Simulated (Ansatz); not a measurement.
**Tetragonal CuI monolayer in a perpendicular field**

Wanted: the out-of-plane response of the tetragonal CuI monolayer. A positive field points along +c.

Program: Ansatz 0.2.0. Level of theory: plane-wave DFT, PBE-D3(BJ), Ansatz PAW. Results are calculated unless marked as measured.

## Step 1: Starting point

The cell holds 4 atoms: 2 I and 2 Cu. Cell: a = 4.200 Å, b = 4.200 Å, c = 37.775 Å, α = 90.0°, β = 90.0°, γ = 90.0°. Vacuum lies along c.

## Step 2: Relaxing the slab

The starting cell is a guess, so the in-plane lattice and the atoms are relaxed first, with the slab cut off from its images along the normal.

The input, input.yaml:

```yaml
crystal:
  lattice:
    - [4.2, 0.0, 0.0]
    - [0.0, 4.2, 0.0]
    - [0.0, 0.0, 37.7749879983]
  atoms:
    - { symbol: I, position: [0.5, 0.0, 0.4553277423] }
    - { symbol: Cu, position: [0.0, 0.0, 0.5] }
    - { symbol: Cu, position: [0.5, 0.5, 0.5] }
    - { symbol: I, position: [0.0, 0.5, 0.5446722577] }
  periodic: [true, true, false]
kpoints:
  mp_grid: { grid: [8, 8, 1] }
hamiltonian:
  xc: pbe
  dispersion: d3bj
scf:
  occupations: { method: fermi_dirac, width: 0.05 }
  convergence: { dr2_threshold: 1.0e-09 }
relax:
  f_tol: 0.004
  max_steps: 90
  cell: {}
output:
  write_potential: true
  write_density: true
  volumetric_format: npy
```

Run with:

```sh
$ ansatz run input.yaml --threads 2 --pin off --max-ram 3072MiB --backend cpu --events-out ev --progress --plain --runs-dir out
```

Numbers of over 12 decimals in the logs are rounded to 6 here.

The log of the run:

```text
Warning: relax.cell: scf.convergence.dr2_threshold = 1e-9 eV is looser than the 2.23600715768e-10 eV advised for a relaxation that steers and ends on the stress (1e-10 eV for each atom of the cell: 4, times the square of relax.cell.stress_2d_tol = 0.05 N/m over 13.4 Å (the atoms' height at the walk's start and 5 Å past either face), 3.738e-2 GPa, over a crystal's default 0.05). What an SCF threshold leaves in a stress goes as its square root, and in the free energy as the threshold itself, and one threshold admits the most on a small cell: [figures from the program's tests cut] Set scf.convergence.dr2_threshold to 2.23600715768e-10 eV or tighter. [rest of the remark cut]
Engine: ansatz 0.2.0, aarch64-unknown-linux-gnu
Pseudopotentials: kind: paw
Pseudopotential: I, paw, valence charge 17, recommended cutoff 420 eV (normal), I.paw.azcp
Pseudopotential: Cu, paw, valence charge 19, recommended cutoff 420 eV (normal), Cu.paw.azcp
Functional definition: PBE
  parameter kappa = 0.804
  parameter beta = 0.066725
  exchange = pbe_x(kappa = kappa, mu = beta*pi^2/3)
  correlation = pbe_c(beta = beta)
Crystal: 4 atoms, lattice volume = 666.351 Å³
Basis set: ecut = 420 eV, 12891 PW (Γ), exchange–correlation on 60×60×512 points (8 copies of the dense FFT grid, shifted against one another)
Bands: 44, of which v1, the nominal top of the filled ones, is band 36 counted from 1 (35 counted from 0)
Symmetry: 16 space group operations
Space group: P4/nmm (ITA 129), of the structure as read, at distance tolerance 8.7e-5 Å
k-points: 15 of 64
Non-local potential: I, projectors of the file, l = 0: 2, l = 1: 2, l = 2: 2, l = 3: 2
Non-local potential: Cu, projectors of the file, l = 0: 3, l = 1: 2, l = 2: 3, l = 3: 1
PAW form: soft (Blöchl's): semilocal exchange-correlation on the pseudo side does not see the compensation charge
PAW one-centre angular grid: I, 590 points (default); XC on 64 Gauss nodes
PAW one-centre angular grid: Cu, 590 points (default); XC on 64 Gauss nodes
Initial density: superposition of atomic densities (neutral atoms: chi_scale 0, normalization atom), corrected by the library's trained network
Initial wavefunctions: pseudopotential atomic-orbital guess
Functional: x = pbe(κ = 0.804, μ = 0.219515), c = pbe(β = 0.066725)
SCF iter   1: F=—  HF=-28277.686029 eV  |F-HF|=—  |Δ(HF+E_count)|=         —  Δρ=5.71e-4  dr2=1.88e-3  ethr=1.77e-3  ⟨swp⟩=18.2  Hψ=4798  notcnv=0  defer=5
preconditioner: auto → Resta (q_TF=auto, 1.883 Å⁻¹)  ε∞=2.1  [insulator: Δε(μ)=2.072 eV  Ē_g=8.261 eV  σ=0.050 eV  W_gap=1.00  n_scr=74 (ndim 8)  ℏωp=8.6 eV  f_vac=0.819  D(μ)=0.00/eV (n_scr^D=0)  ε∞_Penn≈2.1  vacuum switching on, ρ_ref=4.9e-3 e/Å³]
SCF iter   2: F=—  HF=-28277.689401 eV  |F-HF|=—  |Δ(HF+E_count)|=   3.37e-3  Δρ=2.87e-4  dr2=6.86e-4  ethr=2.62e-6  ⟨swp⟩=3.9  Hψ=1715  notcnv=0  defer=39
SCF iter   3: F=—  HF=-28277.689722 eV  |F-HF|=—  |Δ(HF+E_count)|=   3.22e-4  Δρ=1.92e-4  dr2=3.47e-4  ethr=9.53e-7  ⟨swp⟩=2.8  Hψ=1025  notcnv=0  defer=39
SCF iter   4: F=—  HF=-28277.689776 eV  |F-HF|=—  |Δ(HF+E_count)|=   5.34e-5  Δρ=2.23e-4  dr2=1.85e-4  ethr=4.82e-7  ⟨swp⟩=3.3  Hψ=1198  notcnv=0  defer=39
SCF iter   5: F=—  HF=-28277.689726 eV  |F-HF|=—  |Δ(HF+E_count)|=   4.97e-5  Δρ=3.16e-5  dr2=1.66e-5  ethr=2.57e-7  ⟨swp⟩=2.4  Hψ=864  notcnv=0  defer=39
SCF iter   6: F=—  HF=-28277.689735 eV  |F-HF|=—  |Δ(HF+E_count)|=   8.44e-6  Δρ=7.61e-6  dr2=4.49e-7  ethr=2.31e-8  ⟨swp⟩=3.2  Hψ=1169  notcnv=0  defer=39
SCF iter   7: F=—  HF=-28277.689763 eV  |F-HF|=—  |Δ(HF+E_count)|=   2.88e-5  Δρ=3.60e-6  dr2=6.06e-8  ethr=6.24e-10  ⟨swp⟩=3.3  Hψ=1217  notcnv=0  defer=49
SCF iter   8: F=—  HF=-28277.689764 eV  |F-HF|=—  |Δ(HF+E_count)|=   3.23e-7  Δρ=9.12e-7  dr2=5.23e-9  ethr=8.42e-11  ⟨swp⟩=3.3  Hψ=1224  notcnv=0  defer=49
SCF iter   9: F=-28277.689764 eV  HF=-28277.689764 eV  |F-HF|=5.36e-9  |Δ(HF+E_count)|=   5.84e-9  Δρ=1.44e-7  dr2=2.86e-10  ethr=1.39e-12  ⟨swp⟩=10.9  Hψ=4443  notcnv=0
SCF 1 converged in 9 iterations: F = -28277.689764 eV  dr2 = 2.86e-10
  greatest PAW one-centre occupation: 1.000 electrons in one spin orbital (limit 2), on the Cu atom at site 2 (counted from 0), in its partial waves of l = 0
relax step   1: F+E_penalty+E_count = -28277.68976366 eV  Δ(F+E_penalty+E_count) = +0.000e0 eV  max|allowed force component| = 2.872e-1 eV/Å  Δτ_max = 0.0000 Å  P = -1.856 N/m  Ω = 666.351 Å³  fix = [c, alpha, beta]  reactions: c +0.000 N/m  (9 SCF iters, accepted)
Crystal: 4 atoms, lattice volume = 645.579 Å³
Basis set: ecut = 420 eV, 12559 PW (Γ), exchange–correlation on 60×60×512 points (8 copies of the dense FFT grid, shifted against one another)
Initial density: handed on by an earlier stage of this run
Initial wavefunctions: those handed on with the density
iter 1 solved again at ethr=2.68e-5 eV; its pass at ethr=3.10e-3 eV (dr2=1.93e-2 eV) is discarded
SCF iter   1: F=—  HF=-28277.742727 eV  |F-HF|=—  |Δ(HF+E_count)|=         —  Δρ=2.33e-3  dr2=2.06e-2  ethr=2.68e-5  ⟨swp⟩=3.4  Hψ=3585  notcnv=0  defer=1
preconditioner: auto → Resta (q_TF=auto, 1.893 Å⁻¹)  ε∞=2.1  [insulator: Δε(μ)=2.112 eV  Ē_g=8.464 eV  σ=0.050 eV  W_gap=1.00  n_scr=74 (ndim 8)  ℏωp=8.8 eV  f_vac=0.819  D(μ)=0.00/eV (n_scr^D=0)  ε∞_Penn≈2.1  vacuum switching on, ρ_ref=5.2e-3 e/Å³]
SCF iter   2: F=—  HF=-28277.743518 eV  |F-HF|=—  |Δ(HF+E_count)|=   7.91e-4  Δρ=2.01e-3  dr2=1.69e-2  ethr=2.68e-5  ⟨swp⟩=2.4  Hψ=1306  notcnv=0
SCF iter   3: F=—  HF=-28277.738863 eV  |F-HF|=—  |Δ(HF+E_count)|=   4.66e-3  Δρ=5.98e-4  dr2=1.31e-3  ethr=2.35e-5  ⟨swp⟩=3.4  Hψ=1321  notcnv=0
SCF iter   4: F=—  HF=-28277.738640 eV  |F-HF|=—  |Δ(HF+E_count)|=   2.23e-4  Δρ=1.13e-4  dr2=4.40e-5  ethr=1.82e-6  ⟨swp⟩=2.6  Hψ=1084  notcnv=0  defer=1
SCF iter   5: F=—  HF=-28277.738645 eV  |F-HF|=—  |Δ(HF+E_count)|=   4.75e-6  Δρ=3.46e-5  dr2=5.22e-6  ethr=6.11e-8  ⟨swp⟩=3.0  Hψ=1129  notcnv=0  defer=1
SCF iter   6: F=—  HF=-28277.738679 eV  |F-HF|=—  |Δ(HF+E_count)|=   3.47e-5  Δρ=1.22e-5  dr2=6.21e-7  ethr=7.26e-9  ⟨swp⟩=2.5  Hψ=1095  notcnv=0  defer=1
SCF iter   7: F=—  HF=-28277.738679 eV  |F-HF|=—  |Δ(HF+E_count)|=   1.13e-7  Δρ=1.57e-6  dr2=1.84e-8  ethr=8.63e-10  ⟨swp⟩=2.9  Hψ=1068  notcnv=0  defer=1
SCF iter   8: F=—  HF=-28277.738679 eV  |F-HF|=—  |Δ(HF+E_count)|=   6.71e-8  Δρ=2.47e-6  dr2=2.27e-8  ethr=2.56e-11  ⟨swp⟩=3.1  Hψ=1374  notcnv=0  defer=1
SCF iter   9: F=-28277.738679 eV  HF=-28277.738679 eV  |F-HF|=6.91e-11  |Δ(HF+E_count)|=   3.31e-9  Δρ=9.48e-8  dr2=4.33e-11  ethr=1.39e-12  ⟨swp⟩=9.3  Hψ=4807  notcnv=0
SCF 2 converged in 9 iterations: F = -28277.738679 eV  dr2 = 4.33e-11
[...]
SCF iter   8: F=—  HF=-28277.770207 eV  |F-HF|=—  |Δ(HF+E_count)|=   1.89e-8  Δρ=5.15e-7  dr2=1.45e-9  ethr=8.14e-11  ⟨swp⟩=3.0  Hψ=1319  notcnv=0
SCF iter   9: F=-28277.770207 eV  HF=-28277.770207 eV  |F-HF|=3.35e-10  |Δ(HF+E_count)|=   2.93e-9  Δρ=1.62e-7  dr2=2.04e-10  ethr=1.39e-12  ⟨swp⟩=11.3  Hψ=4530  notcnv=0
SCF 3 converged in 9 iterations: F = -28277.770207 eV  dr2 = 2.04e-10
relax step   3: F+E_penalty+E_count = -28277.77020683 eV  Δ(F+E_penalty+E_count) = -3.153e-2 eV  max|allowed force component| = 1.348e-1 eV/Å  Δτ_max = 0.0449 Å  P = -0.215 N/m  Ω = 622.394 Å³  energy of the carried Pulay correction = +2.158e-3 eV  fix = [c, alpha, beta]  reactions: c +0.000 N/m  (9 SCF iters, accepted)
[...]
relax step   4: F+E_penalty+E_count = -28277.78085986 eV  Δ(F+E_penalty+E_count) = -1.065e-2 eV  max|allowed force component| = 9.439e-3 eV/Å  Δτ_max = 0.0423 Å  P = -0.081 N/m  Ω = 607.392 Å³  energy of the carried Pulay correction = +2.928e-3 eV  fix = [c, alpha, beta]  reactions: c +0.000 N/m  (9 SCF iters, accepted)
[...]
relax step   5: F+E_penalty+E_count = -28277.78136621 eV  Δ(F+E_penalty+E_count) = -5.064e-4 eV  max|allowed force component| = 1.638e-3 eV/Å  Δτ_max = 0.0076 Å  P = +0.015 N/m  Ω = 603.473 Å³  energy of the carried Pulay correction = +3.133e-3 eV  fix = [c, alpha, beta]  reactions: c +0.000 N/m  (8 SCF iters, accepted)
Basis set: ecut = 420 eV, 11791 PW (Γ), exchange–correlation on 54×54×512 points (8 copies of the dense FFT grid, shifted against one another)
Initial wavefunctions: pseudopotential atomic-orbital guess (no wavefunctions were taken with the density)
iter 1 solved again at ethr=1.45e-6 eV; its pass at ethr=3.10e-3 eV (dr2=1.04e-3 eV) is discarded
SCF iter   1: F=—  HF=-28277.777711 eV  |F-HF|=—  |Δ(HF+E_count)|=         —  Δρ=6.75e-5  dr2=5.10e-6  ethr=1.45e-6  ⟨swp⟩=5.1  Hψ=6931  notcnv=0
eigensolver tolerance schedule: the retry pair's looser diagonalisation over-reported the residual by 203.68 of it (diagonalisation noise at 0.11 of the residual, at the tolerance the schedule requests for it); recorded, not acted on — ethr = c·dr2/N_el stays at c = 1.0e-1
preconditioner: auto → Resta (q_TF=auto, 1.914 Å⁻¹)  ε∞=2.1  [insulator: Δε(μ)=2.109 eV  Ē_g=8.538 eV  σ=0.050 eV  W_gap=1.00  n_scr=74 (ndim 8)  ℏωp=9.1 eV  f_vac=0.813  D(μ)=0.00/eV (n_scr^D=0)  ε∞_Penn≈2.1  vacuum switching on, ρ_ref=5.3e-3 e/Å³]
SCF iter   2: F=—  HF=-28277.777863 eV  |F-HF|=—  |Δ(HF+E_count)|=   1.52e-4  Δρ=9.92e-5  dr2=3.63e-5  ethr=7.08e-9  ⟨swp⟩=3.5  Hψ=1516  notcnv=0
SCF iter   3: F=—  HF=-28277.777869 eV  |F-HF|=—  |Δ(HF+E_count)|=   6.07e-6  Δρ=8.56e-5  dr2=2.90e-5  ethr=7.08e-9  ⟨swp⟩=3.5  Hψ=1393  notcnv=0
SCF iter   4: F=—  HF=-28277.777861 eV  |F-HF|=—  |Δ(HF+E_count)|=   8.05e-6  Δρ=4.64e-6  dr2=3.94e-8  ethr=7.08e-9  ⟨swp⟩=3.1  Hψ=1430  notcnv=0
SCF iter   5: F=—  HF=-28277.777861 eV  |F-HF|=—  |Δ(HF+E_count)|=   3.21e-8  Δρ=2.55e-6  dr2=9.10e-9  ethr=5.47e-11  ⟨swp⟩=3.3  Hψ=1353  notcnv=0
SCF iter   6: F=—  HF=-28277.777861 eV  |F-HF|=—  |Δ(HF+E_count)|=   1.63e-8  Δρ=1.21e-6  dr2=3.80e-9  ethr=1.26e-11  ⟨swp⟩=3.2  Hψ=1359  notcnv=0
SCF iter   7: F=-28277.777861 eV  HF=-28277.777861 eV  |F-HF|=2.55e-11  |Δ(HF+E_count)|=   2.56e-9  Δρ=2.45e-7  dr2=1.37e-10  ethr=1.39e-12  ⟨swp⟩=15.8  Hψ=5541  notcnv=0
the search or the solves at the SCF's close seem to have found levels that the self-consistency loop had missed (the run counts 1). By its estimate they hold under 1e-12 electrons; where the run keeps them, the occupations were computed again with them
SCF 6 converged in 7 iterations: F = -28277.777861 eV  dr2 = 1.37e-10
relax step   6: F+E_penalty+E_count = -28277.77786108 eV  Δ(F+E_penalty+E_count) = +3.505e-3 eV  max|allowed force component| = 1.936e-3 eV/Å  Δτ_max = 0.0000 Å  P = +0.017 N/m  Ω = 603.473 Å³  fix = [c, alpha, beta]  reactions: c +0.000 N/m  stress off target by 1.72e-2 N/m on what of the cell is left free  SCF on the basis re-selected at this cell (its energy is not comparable with the rows above)  (7 SCF iters)
basis re-selected at this cell: Δ(F+E_penalty+E_count) = +3.505e-3 eV, ΔP = +0.002 N/m vs the last step (what re-selecting the basis moved, of the pressure what is left beyond the Pulay correction that the steps carried, after the strain that the cell walked since its last selection, with what the two solves' SCF thresholds leave and, on support functions, any second-order correction that the steps lacked; it is no measure of the basis error at this ecutwfc). The dense FFT grid was sized anew with the basis: this SCF ran on 27×27×256 points, the steps before it on 30×30×256, so part of this shift can come from that change (see relax.cell in the input reference). [rest of the remark cut]
WARN: The output density's exchange-correlation potential varies sharply where the density is thin. Do not read a vacuum level from v_tot or v_xc, or from such a field of the output density. On a cell that repeats whose density bears no net charge and no dipole along the vacuum's axis use v_es (v_loc + v_h of the components); under efield.dipole_correction with no amplitude use v_es + v_field, which holds any externa [...]
SCF converged after 7 iterations
Free energy (F): -28277.777861 eV
Harris-Foulkes:  -28277.777861 eV  (|F-HF|=2.55e-11)
Internal energy: -28277.777861 eV  (E = F + TS)
E sigma→0 (E₀):  -28277.777861 eV
Fermi energy:    -3.575024 eV
--- Per-component energies (eV) ---
  E_band       = -2647.559292
  E_kinetic    = 979.284963
  E_local      = -248277.619799  (includes V_loc(G=0)·N_el)
  E_nonlocal   = 624.017257
  E_hartree    = 123144.527706
  E_xc         = -431.610598
  E_vxc        = -483.536182  (∫ρ·V_xc dr)
  E_paw        = -12981.125304  (= ΣΔE_a)
  E_vpaw       = -1778.760529  (= ΣTr[D̂ρ^β])
  E_aug_tail   = 0.000515  (compensation charges beyond the density's cutoff)
  E_ewald      = 108665.839817
  E_disp       = -1.092419  (pairwise vdW)
  E_smearing   = -0.000000  (= −TS)
  E_closure    = -0.000000  (closes the sum)
  Σ components = -28277.777861   (vs F -28277.777861, Δ=0.00e0)
--- Forces (eV/Å), atoms counted from 1 ---
  atom   1  I      0.00000000     0.00000000    -0.00193590
  atom   2  Cu     0.00000000     0.00000000    -0.00000000
  atom   3  Cu     0.00000000     0.00000000    -0.00000000
  atom   4  I      0.00000000     0.00000000     0.00193590
  max |Σ_I F_I| component: 2.78e-17 eV/Å
--- 2D stress c σ (N/m, compression-positive) ---
        0.017163       0.000000       0.000000
        0.000000       0.017163       0.000000
        0.000000       0.000000       0.000000
  P = ½ c Tr σ = 0.0172 N/m
--- Band table (eV; the first three rows and the last of 15) ---
  k-point 0: bands = [... 32 lower, -5.8674, -5.6684, -4.6806, -4.6806, -2.5719, -1.0664 (-1.0664°), -1.0294 (-1.0294°), -0.3131 (-0.3142°), ... 4 higher]
  k-point 1: bands = [... 32 lower, -5.7008, -5.5751, -4.9983, -4.6872, -2.2478, -1.1383 (-1.1383°), -0.4162 (-0.4162°), -0.3297 (-0.3299°), ... 4 higher]
  k-point 2: bands = [... 32 lower, -5.5704, -5.3943, -5.3855, -4.7184, -1.7769, -1.6240, -0.3078 (-0.3078°), 0.2368 (0.2360°), ... 4 higher]
  k-point 14: bands = [... 32 lower, -6.2163, -6.2163, -5.5428, -5.5428, -1.3771, -1.3771, -1.2740, -1.2740, ... 4 higher]
  ° read free of the cell's end (the report's vacuum.weakly_bound_levels)
--- Relaxed structure (5 steps of the walk, 5 accepted, 1 SCFs on fresh bases) ---
  F+E_penalty+E_count = -28277.77786108 eV   max|allowed force component| = 1.936e-3 eV/Å   (the final SCF, on the basis selected at the relaxed cell)
  cell:  # Å, volume = 603.4735 Å³
    - [3.996933, 0, 0.0]
    - [0, 3.996933, 0.0]
    - [0.0, 0.0, 37.7749879983]
  atoms:
    - { symbol: I, position: [0.5, 0, 0.453804] }
    - { symbol: Cu, position: [0, 0, 0.5] }
    - { symbol: Cu, position: [0.5, 0.5, 0.5] }
    - { symbol: I, position: [0, 0.5, 0.546196] }
```

Wall time 1.7 min (2 threads of Arm Neoverse V1, shared host); peak memory 0.99 GiB.

Step by step:

| step | energy less that of the first step (eV) | largest force component (eV/Å) | volume (Å³) |
| --- | --- | --- | --- |
| 1 | 0.0000 | 0.2872 | 666.35 |
| 2 | -0.0489 | 0.1813 | 645.58 |
| 3 | -0.0804 | 0.1348 | 622.39 |
| 4 | -0.0911 | 0.0094 | 607.39 |
| 5 | -0.0916 | 0.0016 | 603.47 |
| 6* | -0.0881 | 0.0019 | 603.47 |

Relaxation steps marked * repeat the geometry before them on a plane-wave basis chosen anew for their cell, so energy and pressure can jump there.

Forces are held to the 16 operations that the run works with; a distortion that breaks them can't arise in this run.

| cell as run | before | after | change |
| --- | --- | --- | --- |
| a (Å) | 4.200 | 3.997 | -4.8 % |
| b (Å) | 4.200 | 3.997 | -4.8 % |

The atoms that moved most (Å, along periodic axes as changes of fractional coordinates times the final cell, across vacuum about the mean position):

| atom | dx | dy | dz | length |
| --- | --- | --- | --- | --- |
| I1 | 0.000 | 0.000 | -0.058 | 0.058 |
| I4 | 0.000 | 0.000 | 0.058 | 0.058 |

Final coordinates:

```xyz
4
Lattice="3.9969 0.0000 0.0000 0.0000 3.9969 0.0000 0.0000 0.0000 37.7750" Properties=species:S:1:pos:R:3
I     1.9985    0.0000   17.1424
Cu    0.0000    0.0000   18.8875
Cu    1.9985    1.9985   18.8875
I     0.0000    1.9985   20.6325
```

This step gave:

| Item | Value |
| --- | --- |
| gap on the k-mesh | 2.109 eV |

The lattice constant a goes from 4.200 to 3.997 Å.

[end of part 1 of 2]

[Logs are printed without paths, hosts, clocks, repeated set-up lines and the standing remarks that a program may print on its own settings, such as how far it seeks lower states.]

[Hosts, paths, dates, database ids (printed as entryN), source tags and the programs' standing remarks are cut or masked in the printed files.]

[Maps of the electrostatic potential energy from Ansatz leave out the sawtooth potential of an applied field or a dipole correction, so their vacuum need not be flat; planar profiles and work functions include it.]
